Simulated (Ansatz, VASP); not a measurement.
**TePb in VASP and in Ansatz**

INCAR

```
SYSTEM = TePb
ALGO     = Normal         ! electronic algorithm
EDIFF    = 1E-7           ! SCF threshold, eV
ENCUT    = 520            ! plane-wave cutoff, eV
GGA      = PE             ! functional
ISIF     = 2              ! what is computed and relaxed
ISMEAR   = 0              ! smearing method
LASPH    = .True.         ! aspherical terms in the spheres
LCHARG   = .False.        ! write CHGCAR
LREAL    = .False.        ! projectors in reciprocal space
LWAVE    = .False.        ! write WAVECAR
NELM     = 80             ! most SCF steps
PREC     = Accurate       ! precision mode
SIGMA    = 0.024          ! smearing width, eV
```

KPOINTS

```
k-points
0
Gamma
  7 7 7
  0 0 0
```

POSCAR

```
TePb
1.0
    0.0000000000      3.2310000000      3.2310000000
    3.2310000000      0.0000000000      3.2310000000
    3.2310000000      3.2310000000      0.0000000000
Pb Te
1 1
Direct
    0.0000000000      0.0000000000      0.0000000000
    0.5000000000      0.5000000000      0.5000000000
```

Contents of input.yaml:

```yaml
crystal:
  lattice:
    - [0.0, 3.231, 3.231]
    - [3.231, 0.0, 3.231]
    - [3.231, 3.231, 0.0]
  atoms:
    - { symbol: Pb, position: [0.0, 0.0, 0.0] }
    - { symbol: Te, position: [0.5, 0.5, 0.5] }
hamiltonian:
  xc: pbe
  pseudopotentials: { kind: paw }
kpoints:
  mp_grid: { grid: [7, 7, 7] }
scf:
  occupations: { method: gaussian, width: 0.024 }
output:
  forces: true
  stress: true
  eigenvalues: true
```

Alike in both runs: task single point; functional PBE; k mesh 7 × 7 × 7; occupations gaussian, width 0.024 eV; no spin polarisation.

|  | VASP | Ansatz |
| --- | --- | --- |
| version | VASP 6.6.1 | Ansatz 0.2.0 |
| potentials or method | VASP PAW PBE potentials, release 64 (Pb_d, Te) | Ansatz PAW |
| plane-wave cutoff (eV) | 520 | 420 |
| valence electrons in the cell | 20 | 30 |

|  | VASP | Ansatz | Ansatz less VASP |
| --- | --- | --- | --- |
| gap on the k mesh at the Fermi level (eV) | 1.01 | 1.01 | -0.003 |
| least direct gap on the mesh (eV) | 1.01 | 1.01 | -0.003 |
| pressure (GPa) | 2.1 | 2.1 | +0.04 |

The functional is the same, so the differences come from potentials, cutoffs and numerics. The two sets of potentials don't hold the same shells in valence.

The runs have no spin-orbit coupling, so splittings on Pb, Te are missing.
